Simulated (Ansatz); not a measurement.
A single-point calculation of SrTiO3 in the cubic perovskite structure with Ansatz 0.2.0, at the level PBE+SOC. Cell and atoms come from a relaxation with r2SCAN.

Input file:
```yaml
crystal:
  lattice:
    - [3.9068515016, 0.0, 0.0]
    - [0.0, 3.9068515016, 0.0]
    - [0.0, 0.0, 3.9068515016]
  atoms:
    - { symbol: Sr, position: [0.0, 0.0, 0.0] }
    - { symbol: Ti, position: [0.5, 0.5, 0.5] }
    - { symbol: O, position: [0.5, 0.5, 0.0] }
    - { symbol: O, position: [0.5, 0.0, 0.5] }
    - { symbol: O, position: [0.0, 0.5, 0.5] }
kpoints:
  mp_grid: { grid: [6, 6, 6] }
  band_path:
    path: [[0.0, 0.0, 0.0], [0.0, 0.5, 0.0], [0.5, 0.5, 0.0], [0.5, 0.5, 0.5]]
    npoints: 1
hamiltonian:
  xc: pbe
scf:
  occupations: { method: fixed }
  n_extra_bands: 10
magnetization:
  noncollinear: true
  spin_orbit: true
output:
  forces: true
  stress: true
  eigenvalues: true
```

Wall time 4.7 s on 1 × NVIDIA H100 80GB HBM3 with 2 threads of AMD EPYC 7R13 Processor (Zen 3), on a shared host, load about 1.5 per core; peak host memory 1.2 GiB.

Q: What will the output look like, and what does it show?

A: The output, standing remarks left out:
```
scf.n_extra_bands = 10 over 40 filled bands (N_el = 40.0): the run solves 50 bands
Pseudopotential: Sr, paw_fr, valence charge 10, recommended cutoff 420 eV (normal)
Pseudopotential: Ti, paw_fr, valence charge 12, recommended cutoff 420 eV (normal)
Pseudopotential: O, paw_fr, valence charge 6, recommended cutoff 420 eV (normal)
Functional definition: PBE
  parameter kappa = 0.804
  parameter beta = 0.06672455060314922
  exchange = pbe_x(kappa = kappa, mu = beta*pi^2/3)
  correlation = pbe_c(beta = beta)
Crystal: 5 atoms, lattice volume = 59.632 Å³
Basis set: ecut = 420 eV, 1189 PW (Γ)
Symmetry: 48 space group operations + 48 with time reversal
Magnetic group: BNS 221.93 (UNI 1595)
k-points: 20 of 216
preconditioner: auto → Resta (q_TF=auto, 2.553 Å⁻¹)  ε∞=5.1  [insulator: Δε(μ)=2.207 eV  ℏωp=26.3 eV]
NSCF: frozen V_eff on 4 k-points
Free energy (F): -7755.155892 eV
Fermi energy:    9.980680 eV
--- Stress (GPa, compression-positive) ---
        4.057136       0.000000       0.000000
        0.000000       4.057136       0.000000
        0.000000       0.000000       4.057136
  P = ⅓ Tr σ = 4.0571 GPa (40.571 kbar)
--- Band table (eV; the first three rows and the last of 20) ---
  k-point 0: bands = […, 8.8148, 8.8148, 9.5856, 9.5856, 9.6496, 9.6496, 9.6496, 9.6496, 11.8483, 11.8483, 11.8483, 11.8483, 11.8770, 11.8770, …]
  k-point 1: bands = […, 8.5788, 8.5788, 8.8729, 8.8729, 9.4597, 9.4597, 9.5006, 9.5006, 11.8973, 11.8973, 12.4171, 12.4171, 12.4380, 12.4380, …]
  k-point 2: bands = […, 7.9118, 7.9118, 8.1823, 8.1823, 9.2959, 9.2959, 9.3338, 9.3338, 11.9799, 11.9799, 13.3416, 13.3416, 13.3655, 13.3655, …]
  k-point 19: bands = […, 6.2922, 6.2922, 9.9619, 9.9619, 9.9807, 9.9807, 9.9807, 9.9807, 14.4446, 14.4446, 14.4446, 14.4446, 14.4731, 14.4731, …]
```
Only the leading digits can be foreseen; the rest is this run's record.

The rows of the band table are 0: (0, 0, 0) = Γ, 1: (0, 0, 1/6), 2: (0, 0, 1/3), 19: (-1/2, -1/2, -1/2) = R.

Levels at the listed points, from bands.tsv (eV from the Fermi energy, bands near the gap, counted from 0):
```tsv
# k_distance	band_30	band_31	band_32	band_33	band_34	band_35	band_36	band_37	band_38	band_39	band_40	band_41	band_42	band_43	band_44	band_45	band_46	band_47
# fermi_ev = 9.980680
# [0, 0, 0] at k_distance = 0.000000
# [0, 0.5, 0] at k_distance = 0.804124
# [0.5, 0.5, 0] at k_distance = 1.608248
# [0.5, 0.5, 0.5] at k_distance = 2.412372
# levels_relative_to = fermi_ev
0.000	-1.182	-1.182	-1.166	-1.166	-0.395	-0.395	-0.331	-0.331	-0.331	-0.331	1.868	1.868	1.868	1.868	1.896	1.896	4.331	4.331
0.804	-2.371	-2.371	-2.328	-2.328	-1.974	-1.974	-0.746	-0.746	-0.710	-0.710	2.042	2.042	3.780	3.780	3.805	3.805	4.345	4.345
1.608	-2.844	-2.844	-1.720	-1.720	-1.577	-1.577	-1.553	-1.553	-0.094	-0.094	3.791	3.791	3.811	3.811	4.257	4.257	5.309	5.309
2.412	-3.688	-3.688	-3.688	-3.688	-0.019	-0.019	0.000	0.000	0.000	0.000	4.464	4.464	4.464	4.464	4.492	4.492	6.957	6.957
```
In order the rows are Γ, X, M, R.

The PBE+SOC gap is indirect, 1.87 eV (R to Γ), below the direct gap of 2.20 eV at Γ. The gap is the least over the mesh and the extra points. The mean pressure is +4.06 GPa (compression positive), so PBE+SOC would enlarge the cell's volume.

The values are computed, non-magnetic, and not measurements.
